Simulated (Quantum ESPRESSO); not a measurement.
# InP (F-43m) in Quantum ESPRESSO: reference runs

Aim: a first look at InP with PBE, on the cell as given and on a disturbed one.

All numbers are computed with Quantum ESPRESSO 7.5; they aren't measurements. Logs are shortened: lines on timing, memory, paths and dates and some standing lists are left out, and cuts for length are marked.

**The experiment to reproduce.**

From a printed reference work, data compilation, for a bulk crystal of InP at 1.6 K: band gap 1.4236 eV (direct).

The runs below are set against these values where they give the same quantity.

## Step 1: The crystal as given

Symmetry: F-43m, No. 216, cubic system. The conventional cell has a = 5.861 Å, b = 5.861 Å, c = 5.861 Å, α = 90.00°, β = 90.00°, γ = 90.00°. Around In (site symmetry -43m) lie 4 P at 2.54 Å. P (site symmetry -43m) is surrounded by 4 In at 2.54 Å.

## Step 2: Single point, PBE

The input, pw.in:

```
&CONTROL
  calculation = 'scf'
  prefix = 'pwscf'
  outdir = './tmp'
  pseudo_dir = './pseudo'
  tprnfor = .true.
  tstress = .true.
  disk_io = 'nowf'
/
&SYSTEM
  ibrav = 0
  nat = 2
  ntyp = 2
  ecutwfc = 55
  ecutrho = 440
  nbnd = 15
  occupations = 'smearing'
  smearing = 'fd'
  degauss = 0.00367493
/
&ELECTRONS
  conv_thr = 4d-10
  electron_maxstep = 120
  mixing_beta = 0.5
/
ATOMIC_SPECIES
In   114.8180 In.pbe-dn-rrkjus_psl.0.2.2.UPF
P     30.9738 P.pbe-n-rrkjus_psl.1.0.0.UPF
CELL_PARAMETERS angstrom
   0.0000000000    2.9305000000    2.9305000000
   2.9305000000    0.0000000000    2.9305000000
   2.9305000000    2.9305000000    0.0000000000
ATOMIC_POSITIONS crystal
In     0.0000000000    0.0000000000    0.0000000000
P      0.7500000000    0.7500000000    0.7500000000
K_POINTS automatic
8 8 8 0 0 0
```

Potentials or basis: SSSP 1.3 efficiency PBE.

Command:

```console
> OMP_NUM_THREADS=1 pw.x -in pw.in > pw.out
```

pw.out:

```text
This program is part of the open-source Quantum ESPRESSO suite
     for quantum simulation of materials; please cite
         "P. Giannozzi et al., J. Phys.:Condens. Matter 21 395502 (2009);
         "P. Giannozzi et al., J. Phys.:Condens. Matter 29 465901 (2017);
         "P. Giannozzi et al., J. Chem. Phys. 152 154105 (2020);
     in publications or presentations arising from this work. More details at

     file In.pbe-dn-rrkjus_psl.0.2.2.UPF: wavefunction(s)  5S renormalized
     Message from routine setup:
     using ibrav=0 with symmetry is DISCOURAGED, use correct ibrav instead

     G-vector sticks info
     --------------------
     sticks:   dense  smooth     PW     G-vecs:    dense   smooth      PW
     Sum        1867     931    283                52873    18763    3119

     Using Slab Decomposition

     bravais-lattice index     =            0
     lattice parameter (alat)  =       7.8317  a.u.
     unit-cell volume          =     339.6658 (a.u.)^3
     number of atoms/cell      =            2
     number of atomic types    =            2
     number of electrons       =        18.00
     number of Kohn-Sham states=           15
     kinetic-energy cutoff     =      55.0000  Ry
     charge density cutoff     =     440.0000  Ry
     scf convergence threshold =      4.0E-10
     mixing beta               =       0.5000
     number of iterations used =            8  plain     mixing
     Exchange-correlation= PBE
                           (   1   4   3   4   0   0   0)

     celldm(1)=   7.831692  celldm(2)=   0.000000  celldm(3)=   0.000000
     celldm(4)=   0.000000  celldm(5)=   0.000000  celldm(6)=   0.000000

     crystal axes: (cart. coord. in units of alat)
               a(1) = (   0.000000   0.707107   0.707107 )
               a(2) = (   0.707107   0.000000   0.707107 )
               a(3) = (   0.707107   0.707107   0.000000 )

     reciprocal axes: (cart. coord. in units 2 pi/alat)
               b(1) = ( -0.707107  0.707107  0.707107 )
               b(2) = (  0.707107 -0.707107  0.707107 )
               b(3) = (  0.707107  0.707107 -0.707107 )

     PseudoPot. # 1 for In read from file:
     In.pbe-dn-rrkjus_psl.0.2.2.UPF
     Pseudo is Ultrasoft + core correction, Zval = 13.0
     Generated using "atomic" code by A. Dal Corso  v.5.0.99 svn rev. 10869
     Using radial grid of 1241 points,  6 beta functions with:
                l(1) =   0
                l(2) =   0
                l(3) =   1
                l(4) =   1
                l(5) =   2
                l(6) =   2
     Q(r) pseudized with 0 coefficients

     PseudoPot. # 2 for P  read from file:
     P.pbe-n-rrkjus_psl.1.0.0.UPF
     Pseudo is Ultrasoft + core correction, Zval =  5.0
     Generated using "atomic" code by A. Dal Corso  v.5.1
     Using radial grid of 1147 points,  6 beta functions with:
                l(1) =   0
                l(2) =   0
                l(3) =   1
                l(4) =   1
                l(5) =   2
                l(6) =   2
     Q(r) pseudized with 0 coefficients

     atomic species   valence    mass     pseudopotential
     In               13.00   114.81800     In( 1.00)
     P                 5.00    30.97380     P ( 1.00)

     24 Sym. Ops. (no inversion) found

   Cartesian axes

     site n.     atom                  positions (alat units)
         1        In     tau(   1) = (   0.0000000   0.0000000   0.0000000  )
         2        P      tau(   2) = (   1.0606602   1.0606602   1.0606602  )

     number of k points=    29  Fermi-Dirac smearing, width (Ry)=  0.0037
                       cart. coord. in units 2pi/alat
        k(    1) = (   0.0000000   0.0000000   0.0000000), wk =   0.0039062
        k(    2) = (   0.0883883   0.0883883  -0.0883883), wk =   0.0312500
        k(    3) = (   0.1767767   0.1767767  -0.1767767), wk =   0.0312500
        k(    4) = (   0.2651650   0.2651650  -0.2651650), wk =   0.0312500
        k(    5) = (  -0.3535534  -0.3535534   0.3535534), wk =   0.0156250
        k(    6) = (   0.1767767   0.0000000   0.0000000), wk =   0.0234375
[... 21 lines left out ...]
        k(   28) = (  -0.7071068   0.1767767  -0.0000000), wk =   0.0468750
        k(   29) = (  -0.7071068   0.3535534   0.0000000), wk =   0.0234375

     Dense  grid:    52873 G-vectors     FFT dimensions: (  54,  54,  54)

     Smooth grid:    18763 G-vectors     FFT dimensions: (  40,  40,  40)

     Initial potential from superposition of free atoms

     starting charge      17.9961, renormalised to      18.0000
     Starting wfcs are   13 randomized atomic wfcs +    2 random wfcs

     Self-consistent Calculation

     iteration #  1     ecut=    55.00 Ry     beta= 0.50
     Davidson diagonalization with overlap
     ethr =  1.00E-02,  avg # of iterations =  4.9

     Threshold (ethr) on eigenvalues was too large:
     Diagonalizing with lowered threshold

     Davidson diagonalization with overlap
     ethr =  6.07E-04,  avg # of iterations =  2.8

     total energy              =    -158.89233388 Ry
     estimated scf accuracy    <       0.10868700 Ry

     iteration #  2     ecut=    55.00 Ry     beta= 0.50
     Davidson diagonalization with overlap
     ethr =  6.04E-04,  avg # of iterations =  2.4

     total energy              =    -158.91799359 Ry
     estimated scf accuracy    <       0.00728537 Ry

     iteration #  3     ecut=    55.00 Ry     beta= 0.50
     Davidson diagonalization with overlap
     ethr =  4.05E-05,  avg # of iterations =  6.1

     total energy              =    -158.91959039 Ry
     estimated scf accuracy    <       0.00146945 Ry
[... 40 lines left out ...]
     total energy              =    -158.91979919 Ry
     estimated scf accuracy    <       0.00000001 Ry

     iteration # 10     ecut=    55.00 Ry     beta= 0.50
     Davidson diagonalization with overlap
     ethr =  6.80E-11,  avg # of iterations =  1.0

     total energy              =    -158.91979918 Ry
     estimated scf accuracy    <          3.1E-09 Ry

     iteration # 11     ecut=    55.00 Ry     beta= 0.50
     Davidson diagonalization with overlap
     ethr =  1.74E-11,  avg # of iterations =  2.2

     End of self-consistent calculation

          k = 0.0000 0.0000 0.0000 (  2277 PWs)   bands (ev):

    -7.3379  -7.3379  -7.3379  -7.1867  -7.1867  -4.6393   6.8792   6.8792
     6.8792   7.5963  10.9669  10.9669  10.9669  15.4726  16.2906

          k = 0.0884 0.0884-0.0884 (  2334 PWs)   bands (ev):

    -7.3566  -7.3305  -7.3305  -7.1866  -7.1866  -4.4613   5.3388   6.6930
     6.6930   8.5393  11.1269  11.2443  11.2443  15.6723  15.6724

          k = 0.1768 0.1768-0.1768 (  2337 PWs)   bands (ev):

    -7.3993  -7.3147  -7.3147  -7.1840  -7.1840  -3.9639   3.4357   6.3220
     6.3220   8.6774  11.6665  11.6665  12.2162  15.4597  15.4598

          k = 0.2652 0.2652-0.2652 (  2343 PWs)   bands (ev):

    -7.4394  -7.3028  -7.3028  -7.1773  -7.1773  -3.2981   1.8451   6.0198
     6.0198   8.4712  11.7306  11.7306  13.5639  15.8480  16.3992

          k =-0.3536-0.3536 0.3536 (  2362 PWs)   bands (ev):

    -7.4554  -7.2992  -7.2992  -7.1731  -7.1731  -2.9184   1.1456   5.9081
     5.9081   8.3796  11.6819  11.6819  14.0058  16.3901  17.5343

          k = 0.1768 0.0000 0.0000 (  2337 PWs)   bands (ev):

    -7.3704  -7.3233  -7.3233  -7.1927  -7.1816  -4.4026   5.3347   6.3628
     6.3628   9.0721  10.3320  11.7003  11.7003  14.6812  16.4392

          k = 0.2652 0.0884-0.0884 (  2333 PWs)   bands (ev):

    -7.4051  -7.3097  -7.3066  -7.1969  -7.1765  -4.0114   3.9069   5.9428
     5.9619   9.4963  10.4532  12.2487  12.3040  14.4187  16.3375

          k = 0.3536 0.1768-0.1768 (  2351 PWs)   bands (ev):

    -7.4400  -7.2994  -7.2930  -7.1934  -7.1714  -3.3870   2.3203   5.4662
     5.6742   9.3349  11.1635  12.4310  12.7081  15.5125  16.9520

          k =-0.2652-0.4419 0.4419 (  2342 PWs)   bands (ev):

    -7.4590  -7.2953  -7.2886  -7.1836  -7.1713  -2.8521   1.3050   5.0901
     5.6529   9.2127  11.2981  12.2161  13.8999  16.1612  17.5472

          k =-0.1768-0.3536 0.3536 (  2353 PWs)   bands (ev):

    -7.4527  -7.2960  -7.2924  -7.1800  -7.1772  -2.9856   1.5406   4.9661
     5.8802   9.2498  11.4735  12.0271  13.7345  16.0517  16.5471

          k =-0.0884-0.2652 0.2652 (  2345 PWs)   bands (ev):

    -7.4233  -7.3050  -7.3020  -7.1894  -7.1779  -3.6110   2.8173   5.1669
     6.2744   9.3923  11.6574  11.8117  12.4191  14.8686  16.5811

          k = 0.0000-0.1768 0.1768 (  2311 PWs)   bands (ev):

    -7.3846  -7.3220  -7.3152  -7.1908  -7.1818  -4.1763   4.3322   5.8014
     6.6429   9.2159  11.0448  11.3867  12.0568  14.8321  15.7886

          k = 0.3536 0.0000 0.0000 (  2333 PWs)   bands (ev):

    -7.4391  -7.2871  -7.2871  -7.2098  -7.1692  -3.7419   3.5429   5.4687
     5.4687   9.3637  10.0185  13.2638  13.2638  13.8181  16.8556

          k = 0.4419 0.0884-0.0884 (  2338 PWs)   bands (ev):

    -7.4680  -7.2743  -7.2702  -7.2144  -7.1638  -3.2176   2.4861   4.8639
     5.1645   9.3787  10.2345  13.0649  13.7648  15.3864  17.3302

          k =-0.1768-0.5303 0.5303 (  2335 PWs)   bands (ev):

    -7.4787  -7.2763  -7.2639  -7.2066  -7.1655  -2.6599   1.5561   4.1633
     5.1391   9.4339  11.2689  13.0748  13.5508  16.3519  17.6561

          k =-0.0884-0.4419 0.4419 (  2335 PWs)   bands (ev):

    -7.4708  -7.2841  -7.2687  -7.1930  -7.1768  -2.5657   1.4292   3.7950
     5.3986   9.6301  11.8020  13.1213  13.7107  15.5190  16.1076

          k = 0.0000-0.3536 0.3536 (  2337 PWs)   bands (ev):

    -7.4500  -7.2923  -7.2847  -7.1878  -7.1816  -3.0482   2.1119   4.0524
     5.8530   9.8865  11.9506  12.4728  12.5209  14.9731  17.2713

          k = 0.5303-0.0000 0.0000 (  2357 PWs)   bands (ev):

    -7.4986  -7.2497  -7.2497  -7.2292  -7.1569  -2.8312   1.9332   4.7988
     4.7988   8.7894   9.5116  15.0787  15.0979  15.0979  17.4009

          k =-0.0884-0.6187 0.6187 (  2338 PWs)   bands (ev):

    -7.5078  -7.2491  -7.2418  -7.2269  -7.1567  -2.4027   1.3600   4.2145
     4.7156   8.9701   9.8228  14.7360  15.2465  16.4873  17.7827

          k = 0.0000-0.5303 0.5303 (  2329 PWs)   bands (ev):

    -7.4937  -7.2651  -7.2484  -7.2131  -7.1664  -2.2770   1.2710   3.5724
     4.9399   9.2376  11.2749  14.3997  14.4307  15.1394  16.7642

          k =-0.7071 0.0000 0.0000 (  2346 PWs)   bands (ev):

    -7.5214  -7.2376  -7.2338  -7.2338  -7.1517  -2.2657   1.1264   4.5581
     4.5581   8.6392   9.1434  16.1225  16.4610  16.4610  17.6943

          k = 0.3536 0.1768 0.0000 (  2342 PWs)   bands (ev):

    -7.4371  -7.2955  -7.2891  -7.2018  -7.1716  -3.5508   2.9862   4.8980
     5.8120  10.0764  10.4222  12.1294  13.0643  14.7074  17.0683

          k =-0.2652-0.4419 0.6187 (  2342 PWs)   bands (ev):

    -7.4606  -7.2901  -7.2747  -7.1979  -7.1712  -2.9411   1.8858   4.3312
     5.4295  10.0875  11.0897  12.1775  13.5846  15.5255  17.7296

          k =-0.1768-0.3536 0.5303 (  2342 PWs)   bands (ev):

    -7.4692  -7.2895  -7.2697  -7.1920  -7.1737  -2.6016   1.3339   4.1853
     5.2464  10.0523  11.0655  12.7662  14.1085  15.3311  17.6194

          k =-0.1768-0.5303 0.7071 (  2353 PWs)   bands (ev):

    -7.4869  -7.2681  -7.2536  -7.2168  -7.1623  -2.7152   1.7933   4.3000
     4.7776   9.7611  10.2049  12.9424  15.1123  15.5771  18.2717

          k =-0.0884-0.4419 0.6187 (  2332 PWs)   bands (ev):

    -7.4872  -7.2753  -7.2483  -7.2087  -7.1687  -2.3373   1.3521   3.7608
     4.6221  10.0584  11.2890  12.7341  14.3836  15.7292  18.0179

          k = 0.0000-0.3536 0.5303 (  2328 PWs)   bands (ev):

    -7.4762  -7.2842  -7.2556  -7.2001  -7.1750  -2.4635   1.4911   3.6385
     4.9296  10.3525  11.6859  12.1951  14.4787  15.0733  16.8100

          k =-0.7071 0.1768-0.0000 (  2346 PWs)   bands (ev):

    -7.5062  -7.2546  -7.2413  -7.2210  -7.1598  -2.2269   1.1978   4.2233
     4.2350   9.5659   9.9820  14.5471  14.6318  16.9163  18.0519

          k =-0.7071 0.3536 0.0000 (  2328 PWs)   bands (ev):

    -7.4880  -7.2781  -7.2423  -7.2070  -7.1716  -2.1871   1.2782   3.9236
     3.9666  11.1748  11.2642  12.4533  13.0905  17.0632  18.1440

     the Fermi energy is     7.2691 ev

!    total energy              =    -158.91979919 Ry
     estimated scf accuracy    <          9.6E-11 Ry
     smearing contrib. (-TS)   =      -0.00000035 Ry
     internal energy E=F+TS    =    -158.91979884 Ry

     The total energy is F=E-TS. E is the sum of the following terms:
     one-electron contribution =     -60.38885324 Ry
     hartree contribution      =      43.24184125 Ry
     xc contribution           =     -52.05238265 Ry
     ewald contribution        =     -89.72040420 Ry

     convergence has been achieved in  11 iterations

     Forces acting on atoms (cartesian axes, Ry/au):

     atom    1 type  1   force =     0.00000000    0.00000000   -0.00000000
     atom    2 type  2   force =    -0.00000000   -0.00000000    0.00000000

     Total force =     0.000000     Total SCF correction =     0.000000

     Computing stress (Cartesian axis) and pressure

          total   stress  (Ry/bohr**3)                   (kbar)     P=       33.87
   0.00023022  -0.00000000  -0.00000000           33.87       -0.00       -0.00
  -0.00000000   0.00023022  -0.00000000           -0.00       33.87       -0.00
  -0.00000000  -0.00000000   0.00023022           -0.00       -0.00       33.87

=------------------------------------------------------------------------------=
   JOB DONE.
=------------------------------------------------------------------------------=
```

Wall time 28 s (1 thread of Arm Neoverse V2, shared host); peak memory 0.23 GiB.

What came out:

| Quantity | Value |
| --- | --- |
| Free energy | -2162.2140 eV |
| Pressure | 3.4 GPa |
| Band gap on the k mesh | 0.72 eV, direct |

Levels at points of the mesh, in eV from the valence-band top:
| k point | band 7 | band 8 | band 9 | band 10 | band 11 | band 12 |
| --- | --- | --- | --- | --- | --- | --- |
| (0.00, 0.00, 0.00) | 0.00 | 0.00 | 0.00 | 0.72 | 4.09 | 4.09 |
| (0.00, 0.00, -0.50) | -5.73 | -0.97 | -0.97 | 1.50 | 4.80 | 4.80 |
| (0.00, -0.50, -0.50) | -5.75 | -2.32 | -2.32 | 1.76 | 2.26 | 9.24 |

Caveat: spin-orbit coupling is left out, which moves the levels of the heavy elements.

## Step 3: Single point, PBE (atoms moved at random, drawn with an rms of 0.05 Å)

Changes to pw.in since step 2:

```diff
@@ -33,4 +33,4 @@
 ATOMIC_POSITIONS crystal
-In     0.0000000000    0.0000000000    0.0000000000
-P      0.7500000000    0.7500000000    0.7500000000
+In     0.0076490000   -0.0083110000   -0.0119070000
+P      0.7554720000    0.7458670000    0.7651810000
 K_POINTS automatic
```

Potentials or basis: SSSP 1.3 efficiency PBE.

Command:

```console
> OMP_NUM_THREADS=1 pw.x -in pw.in > pw.out
```

Run time: 2.9 min. Hardware: 1 thread of Arm Neoverse V2, shared host; peak memory 0.35 GiB.

It converged, with:

```yaml
Free_energy: -2162.1555 eV
Pressure: 3.7 GPa
Largest_force: 1.026 eV/Å
Band_gap_on_the_k_mesh: 0.54 eV, direct
```

Forces in eV/Å, atoms in the order of the input:
```
In   0.778  0.630  0.225
P   -0.778 -0.630 -0.225
```

Stress tensor (GPa, compression positive):
```
3.59 0.64 2.14
0.64 3.71 2.66
2.14 2.66 3.93
```

Levels at points of the mesh, in eV from the valence-band top:
| k point | band 5 | band 6 | band 7 | band 8 | band 9 | band 10 | band 11 | band 12 | band 13 | band 14 |
| --- | --- | --- | --- | --- | --- | --- | --- | --- | --- | --- |
| (0.00, 0.00, 0.00) | -14.27 | -11.70 | -0.43 | -0.16 | 0.00 | 0.54 | 3.82 | 3.88 | 4.08 | 8.38 |
| (0.00, 0.00, -0.50) | -14.25 | -10.07 | -5.64 | -1.31 | -1.00 | 1.15 | 4.29 | 4.74 | 6.85 | 9.38 |
| (0.00, -0.50, -0.50) | -14.24 | -9.34 | -5.93 | -2.59 | -2.42 | 1.50 | 2.14 | 9.04 | 9.28 | 9.53 |
| (0.50, 0.50, 0.50) | -14.26 | -9.90 | -6.22 | -1.28 | -1.03 | 1.50 | 4.54 | 4.92 | 7.01 | 9.20 |
| (-0.50, 0.00, 0.00) | -14.25 | -9.98 | -5.94 | -1.38 | -0.91 | 1.32 | 4.27 | 4.99 | 6.93 | 9.28 |
| (0.00, -0.50, 0.00) | -14.25 | -10.00 | -5.87 | -1.39 | -0.91 | 1.29 | 4.25 | 4.96 | 6.92 | 9.31 |
| (-0.50, 0.00, -0.50) | -14.24 | -9.34 | -5.94 | -2.56 | -2.43 | 1.52 | 2.11 | 9.04 | 9.30 | 9.51 |
| (-0.50, -0.50, 0.00) | -14.24 | -9.34 | -5.96 | -2.51 | -2.47 | 1.55 | 2.07 | 9.03 | 9.37 | 9.46 |

Caveat: spin-orbit coupling is left out, which moves the levels of the heavy elements.

## Step 4: Comparison with measurements

Step 2. Measured gap of InP: 1.4236 eV (direct; 1.6 K; a printed reference work, data compilation). This calculation gives 0.72 eV (-0.71 eV). Spin-orbit coupling on In is left out. The value is that of PBE, without temperature or zero-point motion. Semilocal functionals fall short of measured gaps as a rule.
